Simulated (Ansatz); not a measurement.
Runs of Ansatz 0.2.0 on Li. The structure is cubic, space group Fm-3m (No. 225). Conventional cell: a = 4.404 Å, b = 4.404 Å, c = 4.404 Å, α = 90.00°, β = 90.00°, γ = 90.00°. Around Li (site symmetry m-3m) lie 12 Li at 3.11 Å. This isn't the form of Li at room conditions, which is bcc.

| task | level | potentials or basis | spin | cell | k mesh | cutoff (eV) | smearing | points for each segment of the path | other keys | gap on the mesh (eV) | pressure (GPa) |
| --- | --- | --- | --- | --- | --- | --- | --- | --- | --- | --- | --- |
| density of states | RPBE+D3(BJ)-ATM | Ansatz NC | off | volume scaled by 0.88 | 9 × 9 × 9 | 1034 | gaussian 0.025 eV | - | scf.occupations.method = gaussian; scf.occupations.width = 0.025; … | none | -7.9 |
| single point | PBE | Ansatz PAW | off | as given | 10 × 10 × 10 | 420 | fermi-dirac 0.05 eV | - | - | none | -0.7 |
| relaxation of cell and atoms | r2SCAN+rVV10 | JTH PAW | off | relaxed from: volume scaled by 1.04 | 10 × 10 × 10 | 1170 | fermi-dirac 0.025 eV | - | - | none | 0.0 |
| single point | revPBE+D3(BJ)-ATM | Ansatz PAW | collinear, zero start | as given | 7 × 7 × 7 | 420 | fermi-dirac 0.05 eV | - | hamiltonian.xc = revpbe; basis.xc_grid = 3 | none | -2.4 |
| single point | PBE0+D3(BJ) | Ansatz PAW | off | as given | 7 × 7 × 7 | 420 | gaussian 0.025 eV | - | - | none | (a) |
| band structure | BLYP | Ansatz PAW earlier set | off | as given | 10 × 10 × 10 | 780 | fermi-dirac 0.1 eV | 14 | - | none | -0.8 |
| electron localisation function | PBEsol+D4 | Ansatz PAW | off | as given | 10 × 10 × 10 | 420 | tetrahedron | - | - | none | -0.8 |
| single point | PBE | Ansatz PAW | off | cell strained at random at fixed volume | 10 × 10 × 10 | 420 | fermi-dirac 0.05 eV | - | - | none | -0.7 |

Task: Estimate the missing entries.

Result: (a) -1.7.

Caveats: pairwise dispersion overbinds metals, which lowers pressure and volume (some runs); the potentials were made for another functional, which shifts forces and pressure (some runs); the plane-wave basis is chosen anew once the cell has moved, so the energies of steps on either side of that aren't comparable (some runs); the PAW data sets were made with another functional, which shifts forces and pressure a little (some runs); the thresholds are loose for stress (some runs); with tetrahedron occupations forces and stress needn't match the slope of the energy (some runs).

A gap of «none» marks a metal or a gap under the smearing width.
